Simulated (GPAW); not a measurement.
Input of a GPAW 26.7.0 run:

The input run.py:

```python
import spglib
from ase import Atoms
from ase.eos import EquationOfState
from ase.io import Trajectory, read
from ase.units import GPa
from gpaw import GPAW, PW

atoms = read('Au.cif')
cell, positions, numbers = spglib.find_primitive(
    (atoms.cell[:], atoms.get_scaled_positions(), atoms.numbers), symprec=1e-4)
atoms = Atoms(numbers, cell=cell, scaled_positions=positions, pbc=True)

traj = Trajectory('eos.traj', 'w')
volumes, energies = [], []
for x in [0.94, 0.96, 0.98, 1.0, 1.02, 1.04, 1.06]:
    a = atoms.copy()
    a.set_cell(atoms.cell * x**(1 / 3), scale_atoms=True)
    calc = GPAW(mode=PW(1600),
                xc='LDA',
                kpts={'size': (11, 11, 11), 'gamma': True},
                occupations={'name': 'fermi-dirac', 'width': 0.05},
                setups='hgh',
                nbands=-9,
                convergence={'density': 1e-05, 'energy': 1e-05},
                maxiter=150,
                txt=f'eos-{x:.2f}.txt')
    a.calc = calc
    energies.append(a.get_potential_energy(force_consistent=True))
    volumes.append(a.get_volume())
    p = -a.get_stress()[:3].mean() / GPa
    calc.write(f'eos-{x:.2f}.gpw')
    traj.write(a)
    print(f'{x:.2f} {volumes[-1]:10.4f} A^3 {energies[-1]:14.6f} eV {p:9.3f} GPa', flush=True)

v0, e0, B = EquationOfState(volumes, energies, eos='birchmurnaghan').fit()
print(f'V0 = {v0:.4f} A^3, E0 = {e0:.6f} eV, B0 = {B / GPa:.2f} GPa')
```

Contents of Au.cif:

```cif
data_Au
_cell_length_a 4.07000000
_cell_length_b 4.07000000
_cell_length_c 4.07000000
_cell_angle_alpha 90.00000000
_cell_angle_beta 90.00000000
_cell_angle_gamma 90.00000000
_space_group_name_H-M_alt 'Fm-3m'
_space_group_name_Hall '-F 4 2 3'
_space_group_IT_number 225
loop_
_space_group_symop_operation_xyz
'x,y,z'
'-x,-y,-z'
'-y,x,z'
'y,-x,-z'
'-x,-y,z'
'x,y,-z'
'y,-x,z'
'-y,x,-z'
'x,-y,-z'
'-x,y,z'
'-y,-x,-z'
'y,x,z'
'-x,y,-z'
'x,-y,z'
'y,x,-z'
'-y,-x,z'
'z,x,y'
'-z,-x,-y'
'z,-y,x'
'-z,y,-x'
'z,-x,-y'
'-z,x,y'
'z,y,-x'
'-z,-y,x'
'-z,x,-y'
'z,-x,y'
'-z,-y,-x'
'z,y,x'
'-z,-x,y'
'z,x,-y'
'-z,y,x'
'z,-y,-x'
'y,z,x'
'-y,-z,-x'
'x,z,-y'
'-x,-z,y'
'-y,z,-x'
'y,-z,x'
'-x,z,y'
'x,-z,-y'
'-y,-z,x'
'y,z,-x'
'-x,-z,-y'
'x,z,y'
'y,-z,-x'
'-y,z,x'
'x,-z,y'
'-x,z,-y'
'x,y+1/2,z+1/2'
'-x,-y+1/2,-z+1/2'
'-y,x+1/2,z+1/2'
'y,-x+1/2,-z+1/2'
'-x,-y+1/2,z+1/2'
'x,y+1/2,-z+1/2'
'y,-x+1/2,z+1/2'
'-y,x+1/2,-z+1/2'
'x,-y+1/2,-z+1/2'
'-x,y+1/2,z+1/2'
'-y,-x+1/2,-z+1/2'
'y,x+1/2,z+1/2'
[... 40 lines left out ...]
'-x+1/2,-y,z+1/2'
'x+1/2,y,-z+1/2'
'y+1/2,-x,z+1/2'
'-y+1/2,x,-z+1/2'
'x+1/2,-y,-z+1/2'
'-x+1/2,y,z+1/2'
'-y+1/2,-x,-z+1/2'
'y+1/2,x,z+1/2'
'-x+1/2,y,-z+1/2'
'x+1/2,-y,z+1/2'
'y+1/2,x,-z+1/2'
'-y+1/2,-x,z+1/2'
'z+1/2,x,y+1/2'
'-z+1/2,-x,-y+1/2'
'z+1/2,-y,x+1/2'
'-z+1/2,y,-x+1/2'
'z+1/2,-x,-y+1/2'
'-z+1/2,x,y+1/2'
'z+1/2,y,-x+1/2'
'-z+1/2,-y,x+1/2'
'-z+1/2,x,-y+1/2'
'z+1/2,-x,y+1/2'
'-z+1/2,-y,-x+1/2'
'z+1/2,y,x+1/2'
'-z+1/2,-x,y+1/2'
'z+1/2,x,-y+1/2'
'-z+1/2,y,x+1/2'
'z+1/2,-y,-x+1/2'
'y+1/2,z,x+1/2'
'-y+1/2,-z,-x+1/2'
'x+1/2,z,-y+1/2'
'-x+1/2,-z,y+1/2'
'-y+1/2,z,-x+1/2'
'y+1/2,-z,x+1/2'
'-x+1/2,z,y+1/2'
'x+1/2,-z,-y+1/2'
'-y+1/2,-z,x+1/2'
'y+1/2,z,-x+1/2'
'-x+1/2,-z,-y+1/2'
'x+1/2,z,y+1/2'
'y+1/2,-z,-x+1/2'
'-y+1/2,z,x+1/2'
'x+1/2,-z,y+1/2'
'-x+1/2,z,-y+1/2'
'x+1/2,y+1/2,z'
'-x+1/2,-y+1/2,-z'
'-y+1/2,x+1/2,z'
'y+1/2,-x+1/2,-z'
'-x+1/2,-y+1/2,z'
'x+1/2,y+1/2,-z'
'y+1/2,-x+1/2,z'
'-y+1/2,x+1/2,-z'
'x+1/2,-y+1/2,-z'
'-x+1/2,y+1/2,z'
'-y+1/2,-x+1/2,-z'
'y+1/2,x+1/2,z'
'-x+1/2,y+1/2,-z'
'x+1/2,-y+1/2,z'
'y+1/2,x+1/2,-z'
'-y+1/2,-x+1/2,z'
'z+1/2,x+1/2,y'
'-z+1/2,-x+1/2,-y'
'z+1/2,-y+1/2,x'
'-z+1/2,y+1/2,-x'
'z+1/2,-x+1/2,-y'
'-z+1/2,x+1/2,y'
'z+1/2,y+1/2,-x'
'-z+1/2,-y+1/2,x'
'-z+1/2,x+1/2,-y'
'z+1/2,-x+1/2,y'
'-z+1/2,-y+1/2,-x'
'z+1/2,y+1/2,x'
'-z+1/2,-x+1/2,y'
'z+1/2,x+1/2,-y'
'-z+1/2,y+1/2,x'
'z+1/2,-y+1/2,-x'
'y+1/2,z+1/2,x'
'-y+1/2,-z+1/2,-x'
'x+1/2,z+1/2,-y'
'-x+1/2,-z+1/2,y'
'-y+1/2,z+1/2,-x'
'y+1/2,-z+1/2,x'
'-x+1/2,z+1/2,y'
'x+1/2,-z+1/2,-y'
'-y+1/2,-z+1/2,x'
'y+1/2,z+1/2,-x'
'-x+1/2,-z+1/2,-y'
'x+1/2,z+1/2,y'
'y+1/2,-z+1/2,-x'
'-y+1/2,z+1/2,x'
'x+1/2,-z+1/2,y'
'-x+1/2,z+1/2,-y'
loop_
_atom_site_label
_atom_site_type_symbol
_atom_site_symmetry_multiplicity
_atom_site_Wyckoff_symbol
_atom_site_fract_x
_atom_site_fract_y
_atom_site_fract_z
_atom_site_occupancy
Au1 Au 4 a 0.0000000000 0.0000000000 0.0000000000 1
```

Potentials or basis: HGH pseudopotentials, pw.

Run with:

```bash
$ OMP_NUM_THREADS=1 python run.py
```

Q: What does it give for the equilibrium volume?

A: Outside the volumes run.

Energy against volume, from the lowest point:
```
volume (Å³/atom)  energy (meV/atom)
          15.843               0.00
          16.181             142.78
          16.518             282.39
          16.855             418.85
          17.192             552.18
          17.529             682.40
          17.866             809.57
```

Caveat: HGH potentials are hard and often keep d shells in the core, so these values are rough. Spin-orbit coupling is left out, which matters for the levels of Au.
